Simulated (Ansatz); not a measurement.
Consider a crystal of InP in space group P4_2/mnm (No. 136), with In on 4f; P on 4g. The cell of InP is invented: 4-connected net, two elements alternating.

Theory: DFT PBE, scalar-relativistic, plane waves, PAW in Ansatz 0.2.0. Cutoff 420 eV, Γ-centred mesh, Gaussian smearing, no spin polarisation.

Formation energies are uncorrected and refer to the elements' standard structures at the same level. The references include black phosphorus.

Task: Which cell and coordinates does it relax to?

Result:

Space group P4_2/mnm (No. 136). a = 7.278 Å, b = 7.278 Å, c = 4.215 Å, α = 90.00°, β = 90.00°, γ = 90.00°
| atom | site | symmetry | x | y | z |
| --- | --- | --- | --- | --- | --- |
| In | 4f | m.2m | 0.6780 | 0.6780 | 0.0000 |
| P | 4g | m.2m | 0.8194 | 0.8194 | 0.5000 |

In has 4 P at 2.56–2.61 Å; P has 4 In at 2.56–2.61 Å. Another local minimum with the same sites may exist.

Task: And its energy and gap?

Result: The energy over the elements is −0.186 eV/atom and the gap on the 6×6×8 mesh of the 8-atom cell is 0.58 eV. Whether it is stable depends on the other phases of the system, which aren't compared here.

The last run used Gaussian smearing of 0.02 eV. Kohn–Sham gaps at this level usually fall short of measured ones. The reference form of P is held partly by dispersion forces, which this level lacks. A structure relaxed within its symmetry needn't be a true minimum.
